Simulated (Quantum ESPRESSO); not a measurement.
NaF (Villiaumite) in Quantum ESPRESSO: the effect of functional

Crystal: NaF (Villiaumite).

```xyz
2
Lattice="0.0000 2.3200 2.3200 2.3200 0.0000 2.3200 2.3200 2.3200 0.0000" Properties=species:S:1:pos:R:3 pbc="T T T"
Na    0.0000    0.0000    0.0000
F     2.3200    2.3200    2.3200
```

Alike in all runs:

* Program: Quantum ESPRESSO 7.5
* Task: phonons and Raman activities
* Cutoff: 612 eV
* Density cutoff: 4898 eV
* k mesh: 4 × 4 × 4, shifted
* Occupations: fermi-dirac, width 0.05 eV
* Spin: no spin polarisation

Each run relaxes the cell or the atoms first.

| functional | potentials or basis | relaxed volume (Å³/atom) | dielectric constant (mean) | highest phonon frequency (cm⁻¹) |
| --- | --- | --- | --- | --- |
| LDA | GBRV 1.5 LDA | 11.57 | 1.93 | 277 |
| PBE | GBRV 1.5 PBE | ? | ? | ? |
| PBEsol | GBRV 1.5 PBEsol | 12.53 | 1.89 | 243 |

Task: What does the run with functional PBE give?

Result: Relaxed volume 13.10 Å³/atom; dielectric constant 1.86 mean; highest phonon frequency 227 cm⁻¹.

Caveats: all runs use coarse meshes.
